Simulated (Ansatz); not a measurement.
# Mo (fcc)

Level of theory: DFT, PBE with spin–orbit coupling, two-component spinors; plane waves to 420 eV with PAW datasets (Ansatz 0.2.0), 18×18×18 k-mesh, Gaussian smearing of 0.05 eV. The datasets are Ansatz's generated set soft_2.

```yaml
crystal:
  lattice:
    - [0.00000, 2.00149, 2.00149]
    - [2.00149, 0.00000, 2.00149]
    - [2.00149, 2.00149, 0.00000]
  atoms:
    - { symbol: Mo, position: [0.00000, 0.00000, 0.00000] }
```

At room temperature and ambient pressure Mo is bcc.

Which orbitals carry the states at the Fermi level, and how many states are there?

Within 0.1 eV of it: Mo 4d 93 % (shares among the projected shells). The density of states at the Fermi level is about 1.3 states/eV per cell, averaged over 0.3 eV.

Density of states (tetrahedra, averaged over 0.3 eV; states/eV per cell of 1 atom; energy in eV from the Fermi level; projections on Löwdin-orthogonalised atomic orbitals, summed over sites):

```
    E  total  Mo 4d  Mo 5s
-6.70   0.01   0.00   0.01
-6.40   0.04   0.00   0.03
-6.10   0.06   0.00   0.05
-5.80   0.07   0.00   0.06
-5.50   0.09   0.00   0.08
-5.20   0.12   0.01   0.10
-4.90   0.21   0.07   0.12
-4.60   0.51   0.31   0.17
-4.30   0.97   0.70   0.24
-4.00   1.37   1.08   0.26
-3.70   1.60   1.37   0.20
-3.40   1.44   1.30   0.11
-3.10   1.17   1.08   0.07
-2.80   0.90   0.84   0.04
-2.50   1.19   1.14   0.02
-2.20   1.11   1.04   0.03
-1.90   0.94   0.88   0.04
-1.60   1.12   1.03   0.07
-1.30   1.20   1.09   0.08
-1.00   1.36   1.22   0.10
-0.70   1.63   1.46   0.12
-0.40   1.76   1.62   0.09
-0.10   1.32   1.19   0.09
 0.20   1.13   1.01   0.07
 0.50   0.96   0.86   0.06
 0.80   0.91   0.82   0.05
 1.10   1.13   1.04   0.05
 1.40   1.26   1.18   0.05
 1.70   0.91   0.85   0.04
 2.00   0.91   0.85   0.04
 2.30   0.86   0.80   0.04
 2.60   0.84   0.78   0.04
 2.90   0.86   0.80   0.04
 3.20   0.94   0.88   0.04
 3.50   1.14   1.07   0.04
 3.80   1.55   1.47   0.05
 4.10   1.19   1.11   0.06
```
